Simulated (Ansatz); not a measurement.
Zincblende BP: a one-shot G0W0 calculation in Ansatz 0.2.0 (G0W0@PBE with 93 empty bands, a screening cutoff of 150 eV and a 6×6×6 mesh). The cell was relaxed with r2SCAN and then strained, so it isn't that functional's minimum.

```yaml
crystal:
  lattice:
    - [0.0, 2.2683156689, 2.1775830422]
    - [2.2683156689, 0.0, 2.1775830422]
    - [2.2683156689, 2.2683156689, 0.0]
  atoms:
    - { symbol: B, position: [0.0, 0.0, 0.0] }
    - { symbol: P, position: [0.25, 0.25, 0.25] }
kpoints:
  mp_grid: { grid: [6, 6, 6] }
hamiltonian:
  xc: pbe
scf:
  occupations: { method: fixed }
gw:
  n_empty_bands: 93
  ecut_chi: 150
  qp_bands: [v2, c2]
  qp_kpoints: band_edges
  screening: { model: contour_deformation }
```

In the abridged output below, numbers in square brackets stand for lines, or ends of lines, that were taken out.
```
Functional definition: PBE
  parameter kappa = 0.804
  parameter beta = 0.06672455060314922
  exchange = pbe_x(kappa = kappa, mu = beta*pi^2/3)
  correlation = pbe_c(beta = beta)
Crystal: 2 atoms, lattice volume = 22.408 Å³
Basis set: ecut = 420 eV, 443 PW (Γ)
Bands: 8, of which v1, the nominal top of the filled ones, is band 4 counted from 1 (3 counted from 0)
Symmetry: 8 space group operations
Space group: I-4m2 (ITA 119)
k-points: 30 of 216 (time reversal used)
preconditioner: auto → none  [insulator: Δε(μ)=0.682 eV  ℏωp=22.2 eV]
SCF converged after 6 iterations
Free energy (F): -912.379735 eV
Fermi energy:    10.112315 eV
--- Band table (eV; the first three rows and the last of 30) ---
  k-point 0: bands = [-5.9850, 9.7231, 9.7231, 10.1123, 13.1738, 13.4051, 13.4051, 17.8435]
  k-point 1: bands = [-5.4695, 6.9461, 8.9979, 9.3395, 13.8593, 14.2807, 14.3785, 19.0149]
  k-point 2: bands = [-3.9951, 2.9340, 8.1075, 8.5747, 13.8122, 14.6023, 15.0777, 20.2025]
  k-point 29: bands = [-0.6272, 1.3107, 5.2991, 5.2991, 10.7967, 11.0818, 22.2795, 22.2795]
--- G₀W₀: contour deformation, 7 samples at zero and on the imaginary axis and 2 off it, 216 q-points, 93 empty bands' worth ---
    ik  band        ε_KS         Σx   Σc(E_QP)       V_xc       Z   E_QP_lin       E_QP  E_QP is
     0     3      9.7231   -16.6300     1.1591   -14.9559  0.7910     9.2066     9.2081  root
     0     4     10.1123  [1]
     0     5     13.1738    -8.8846    -4.5607   -13.8284  0.7903    13.5580    13.5569  root
     0     6     13.4051    -8.7659    -4.6031   -13.7475  0.7913    13.7848    13.7837  root
     1     3      8.9979   -16.6770     1.3660   -14.7704  0.7881     8.4554     8.4573  root
     1     4      9.3395   -16.5219     1.2669   -14.7283  0.7884     8.8111     8.8128  root
     1     5     13.8593    -8.8338    -4.7873   -13.9840  0.7868    14.2235    14.2223  root
     1     6     14.2807    -8.5353    -4.8908   -13.8297  0.7855    14.6857    14.6841  root
     2     3      8.1075   -17.0604     1.7650   -14.6981  0.7828     7.5074     7.5102  root
     2     4      8.5747   -16.9358     1.6407   -14.7162  0.7839     7.9934     7.9959  root
     2     5     13.8122    -8.8711    -4.9046   -14.0937  0.7881    14.1311    14.1302  root
     2     6     14.6023  [2]
     3     3      7.7821   -17.2400     1.9217   -14.6988  0.7806     7.1593     7.1626  root
     3     4      8.3070   -17.1302     1.7870   -14.7430  0.7821     7.7039     7.7067  root
     3     5     13.6679    -8.8543    -4.9037   -14.0661  0.7887    13.9768    13.9760  root
     3     6     14.3710    -7.3050    -4.9732   -12.6528  0.7914    14.7470    14.7456  root
     4     3      8.0434   -16.6746     1.6860   -14.4094  0.7827     7.4614     7.4641  root
     4     4      8.2500  [3]
     4     5     12.4431    -8.3179    -4.3967   -13.0102  0.7979    12.7393    12.7386  root
     4     6     15.5369    -8.5504    -5.3325   -14.3294  0.7720    15.9856    15.9834  root
     9     3      6.3146   -17.2595     2.4569   -14.1291  0.7678     5.6361     5.6411  root
     9     4      6.4245   -17.1866     2.4285   -14.0899  0.7679     5.7512     5.7562  root
     9     5     11.3756    -7.9155    -4.2123   -12.3138  0.8033    11.5618    11.5616  root
     9     6     13.2132    -6.5411    -4.7172   -11.4514  0.8040    13.4066    13.4062  root
    12     3      5.6994   -17.4847     2.7346   -14.0504  0.7611     4.9936     4.9998  root
    12     4      5.7816   -17.4215     2.7004   -14.0294  0.7612     5.0837     5.0899  root
    12     5     11.2631  [4]
    12     6     11.6751    -7.3457    -4.3289   -11.8446  0.8094    11.8453    11.8450  root
    13     3      7.8776   -16.6799     1.7230   -14.3696  0.7824     7.2874     7.2903  root
    13     4      8.2070   -17.6406     1.8149   -15.2041  0.7789     7.5820     7.5853  root
    13     5     12.0622    -8.4143    -4.3152   -13.0218  0.7967    12.3551    12.3546  root
    13     6     15.9222    -8.4722    -5.3979   -14.3108  0.7709    16.3652    16.3630  root
    25     3      5.9768   -17.2846     2.5307   -14.0725  0.7666     5.2899     5.2955  root
    25     4      5.9768   -17.2846     2.5307   -14.0725  0.7666     5.2899     5.2955  root
    25     5     10.8468    -8.0250    -4.1001   -12.3038  0.8026    11.0257    11.0254  root
    25     6     12.9763    -6.4823    -4.7377   -11.4256  0.8021    13.1822    13.1819  root
  […]
```

The points are ik 0 = (0, 0, 0) (Γ), ik 1 = (0, 0, 1/6), ik 2 = (0, 0, 1/3), ik 3 = (0, 0, -1/2) (L), ik 4 = (0, 1/6, 1/6), ik 9 = (0, 1/3, 1/3), ik 12 = (0, -1/2, -1/2) (X), ik 13 = (1/6, 1/6, 0), ik 25 = (1/3, 1/3, 0), ik 29 = (-1/2, -1/2, 0) (X); band 4 is the last filled one.

Problem. What stood in the gaps? They hold quasiparticle rows.

Solution.
```
[1]
     0     4     10.1123   -16.4002     1.0571   -14.8377  0.7913     9.6054     9.6068  root
[2]
     2     6     14.6023    -7.6179    -5.0401   -13.0527  0.7874    14.9986    14.9970  root
[3]
     4     4      8.2500   -16.5241     1.6276   -14.3219  0.7830     7.6728     7.6754  root
[4]
    12     5     11.2631    -7.3982    -4.2748   -11.8089  0.8039    11.3991    11.3989  root
```
Only the leading digits can be foreseen; the rest is this run's record.

It took 20 s on 1 × NVIDIA H100 80GB HBM3 with 2 threads of AMD EPYC 7R13 Processor (Zen 3), with other jobs on the host; peak host memory 1.3 GiB.

(Simulation; spin polarisation is off.)

For so narrow a gap this mesh doesn't settle the screening, and the bands and cutoff are finite.
